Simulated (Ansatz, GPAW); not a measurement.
Given: the input of a run of Ansatz 0.2.0 on Ru (Ruthenium). 

input.yaml

```yaml
crystal:
  lattice:
    - [2.7058, 0.0, 0.0]
    - [-1.3529, 2.3432915376, 0.0]
    - [0.0, 0.0, 4.2819]
  atoms:
    - { symbol: Ru, position: [0.6666666667, 0.3333333333, 0.75] }
    - { symbol: Ru, position: [0.3333333333, 0.6666666667, 0.25] }
kpoints:
  mp_grid: { grid: [11, 11, 6] }
scf:
  occupations: { method: gaussian, width: 0.025 }
hamiltonian:
  xc: pbe
  pseudopotentials: { kind: all_electron, lapw: { basis_error: 0.001 } }
output:
  forces: true
  stress: true
  eigenvalues: true
```

Potentials or basis: all-electron LAPW, scalar-relativistic.

Launch:

```console
$ ansatz run input.yaml --threads 1 --pin off --max-ram 3072MiB --backend cpu --events-out ev --progress --plain --runs-dir out
```

Task: Set up the same calculation for GPAW 26.7.0 (ASE script). Potentials or basis there: GPAW PAW data sets (gpaw-data 1.2.1), cutoff 600 eV.

Result: As run (cutoffs and basis follow the program's own potentials, and thresholds, step limits or extra output files can differ):

run.py

```python
from ase import Atoms
from ase.dft.bandgap import bandgap
from ase.io import write
from ase.units import Bohr, GPa
from gpaw import GPAW, PW
from gpaw.elf import elf_from_dft_calculation

atoms = Atoms(['Ru', 'Ru'],
              cell=[[2.7058, 0.0, 0.0],
                    [-1.3529, 2.3432915376, 0.0],
                    [0.0, 0.0, 4.2819]],
              scaled_positions=[[0.6666666667, 0.3333333333, 0.75],
                                [0.3333333333, 0.6666666667, 0.25]],
              pbc=True)

calc = GPAW(mode=PW(600),
            xc='PBE',
            kpts={'size': (11, 11, 6), 'gamma': True},
            occupations={'name': 'methfessel-paxton', 'order': 0, 'width': 0.025},
            nbands=29,
            convergence={'density': 1e-05, 'energy': 1e-05},
            maxiter=150,
            txt='gpaw.txt')
atoms.calc = calc
energy = atoms.get_potential_energy()
forces = atoms.get_forces()
stress = atoms.get_stress()
calc.write('gs.gpw')
write('result.traj', atoms)
print(f'Energy: {energy:.6f} eV')
print('Forces (eV/A):')
print(forces.round(4))
print('Stress (GPa):', (stress / GPa).round(3))
print('Fermi level:', round(calc.get_fermi_level(), 4), 'eV')
print(f'Gap: {bandgap(calc)[0]:.4f} eV, direct: {bandgap(calc, direct=True)[0]:.4f} eV')

# fields on the real-space grid
write('density.cube', atoms, data=calc.get_pseudo_density() * Bohr**3)
write('potential.cube', atoms, data=calc.get_electrostatic_potential())
write('elf.cube', atoms, data=elf_from_dft_calculation(calc).data)
```

Potentials or basis: GPAW PAW data sets (gpaw-data 1.2.1), pw.

Run with:

```sh
$ OMP_NUM_THREADS=1 python run.py
```

Both were run:

|  | Ansatz | GPAW |
| --- | --- | --- |
| Pressure | 4.4 GPa | 3.6 GPa |

Where Ansatz's input types no cutoff or centring, it takes its own default and a Γ-centred mesh.

Pressure is positive in compression.
